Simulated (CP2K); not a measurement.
Crystal: Ag.

```
Ag
1.0
     2.88888    0.00000    0.00000
     1.44444    2.50185    0.00000
     1.44444    0.83395    2.35876
Ag
1
Direct
  0.00000 0.00000 0.00000
```

```yaml
Program: CP2K 2026.2
Task: single point
Functional: PBEsol
Potentials_or_basis: POTENTIAL_UZH Ag GTH-PBE-q11; TZVP-MOLOPT-PBE-GTH basis
Density_cutoff: 6123 eV
k_mesh: 11 × 11 × 11
Occupations: fermi-dirac, width 0.05 eV
Spin: no spin polarisation
```

On this cell: pressure -2.3 GPa; band gap on the k mesh none (metal or under the smearing width).

The same run follows on a disturbed copy (cell strained at random at fixed volume):

```
Ag
1.0
     2.90334    0.00000    0.00000
     1.46265    2.44526    0.00000
     1.42238    0.88776    2.40134
Ag
1
Direct
  0.00221 0.02855 0.98957
```

Question: What does the disturbed cell give?

Answer: The energy (extrapolated to zero smearing) moves by +6.6 meV/atom; pressure -1.9 GPa; band gap on the k mesh none (metal or under the smearing width).

Stress tensor (GPa, compression positive):
```
-2.82 -0.18 -0.08
-0.18  0.63 -1.11
-0.08 -1.11 -3.55
```

Caveats: the potentials were made for another functional, which shifts forces and pressure; the basis of atomic orbitals isn't converged, which shifts pressures, moduli and gaps.
